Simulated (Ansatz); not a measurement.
## NiGe (Pnma), a vibration from a frozen displacement

Computed with DFT PBEsol, scalar-relativistic, plane waves, PAW (Ansatz 0.2.0). Cutoff 420 eV, Γ-centred 8×12×8 k-points, Gaussian smearing of 0.15 eV. No spin polarisation. A magnetic state may lie lower. Energies are free energies at this smearing, counted from the undisturbed cell; pressure is positive in compression.

Reference structure (relaxed at this level):

```xyz
8
Lattice="5.3108 0.0000 0.0000 0.0000 3.4400 0.0000 0.0000 0.0000 5.7393" Properties=species:S:1:pos:R:3 pbc="T T T"
Ni    5.2735    2.5800    1.0840
Ni    0.0372    0.8600    4.6553
Ni    2.6926    0.8600    3.9536
Ni    2.6182    2.5800    1.7856
Ge    4.3105    2.5800    3.3770
Ge    1.0003    0.8600    2.3623
Ge    3.6557    0.8600    0.5073
Ge    1.6551    2.5800    5.2319
```

Atom 5 (Ge) is moved by x along the Cartesian unit vector (0.708, -0.608, -0.359); the cell and all other atoms stay fixed. The cell's volume is 104.85 Å³; the moved atoms weigh 72.630 u together and the others 452.664 u.

```
  x (Å)  ΔE (meV/cell) total force on the moved atoms along the move (eV/Å) pressure (GPa)
-0.2000         179.50                                                1.9031          1.2100
-0.1000          42.44                                                0.8729          0.3777
 0.0000           0.00                                               -0.0082         -0.0115
 0.0500          10.84                                               -0.4242         -0.0523
 0.1500          94.62                                               -1.2545          0.1632
 0.2000         168.02                                               -1.6842          0.4191
```

Problem. What frequency belongs to this motion?

Solution. The force constant is k = −dF/dx = 8.484 eV/Å², from the parabola through x = -0.1000, 0 and 0.0500. In every cell the moved atoms swing against the rest, so the mass is μ = m₁m₂/(m₁ + m₂) = 62.588 u, and ν̃ = 521.5 cm⁻¹ × √(|k|/μ) = 192 cm⁻¹. The pattern needn't be a normal mode: ν̃² is then a weighted mean of the squared nonzero frequencies at the zone centre of this cell, so it lies between the lowest and the highest of them.

Problem. How far does the harmonic law reach?

Solution. At x = -0.200 Å, kx²/2 = 169.68 meV against the computed 179.50 meV (+5.8 %): the well is still close to harmonic there.

In a metal these slopes depend on the k mesh and the smearing.